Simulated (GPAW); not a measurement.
Runs of GPAW 26.7.0 on Te2Mo. The structure is hexagonal, space group P6_3/mmc (No. 194). Conventional cell: a = 3.518 Å, b = 3.518 Å, c = 13.974 Å, α = 90.00°, β = 90.00°, γ = 120.00°. Te (site symmetry 3m) is surrounded by 3 Mo at 2.72 Å. Mo (site symmetry -6m2) is surrounded by 6 Te at 2.72 Å. 

| task | level | potentials or basis | cell | k mesh | cutoff (eV) | smearing | ranks | maxiter | convergence | eigensolver | optimizer | gap on the mesh (eV) | pressure (GPa) | relaxed volume (Å³/atom) | largest force (eV/Å) |
| --- | --- | --- | --- | --- | --- | --- | --- | --- | --- | --- | --- | --- | --- | --- | --- |
| single point | PBEsol | PAW data sets generated in the run's folder for this functional, pw | atoms moved at random, drawn with an rms of 0.05 Å | 9 × 9 × 2 | 600 | fermi-dirac 0.05 eV | 4 | 150 | - | - | - | 0.72 | -0.8 | - | 1.29 |
| single point | PBE | GPAW PAW data sets (gpaw-data 1.2.1), pw | as given | 7 × 7 × 2 | 450 | fermi-dirac 0.05 eV | - | 120 | default | - | - | 0.83 | 2.1 | - | 0.11 |
| relaxation of cell and atoms | TPSS+D3 | GPAW PAW data sets (gpaw-data 1.2.1), pw | relaxed | 5 × 5 × 2 | 600 | fermi-dirac 0.05 eV | - | 150 | - | davidson | BFGS | (a) | 0.0 | 23.39 | - |
| dielectric tensor | PBE | GPAW PAW data sets (gpaw-data 1.2.1), pw | as given | 7 × 7 × 2 | 450 | fermi-dirac 0.001 eV | - | 150 | - | - | - | 0.83 | - | - | - |
| relaxation of cell and atoms | PW91+D3(BJ) | PAW data sets generated in the run's folder for this functional, pw | relaxed | 5 × 5 × 2 | 600 | fermi-dirac 0.05 eV | - | 150 | - | - | FIRE | (b) | 0.1 | 24.65 | - |

Alike in all rows: no spin polarisation.

Estimate the missing entries.

(a) 0.50; (b) 0.64.

Caveats: spin-orbit coupling is left out, which moves the levels of the heavy elements; an odd mesh through Γ misses points on the zone boundary, where band edges often lie; this functional lacks dispersion, which binds the layers, so the pressure and a relaxed spacing across them are unreliable (some runs); later steps reuse the first step's grids (some runs); the cutoff is short for stress and forces, so pressures can be off by a GPa or more (some runs); the PAW data sets were made with another functional, which shifts forces and pressure a little (some runs); the long-wavelength limit can be off by several per cent where d states take part (some runs).

A k mesh can miss the band edges, and the runs leave out spin-orbit coupling on Mo, Te.
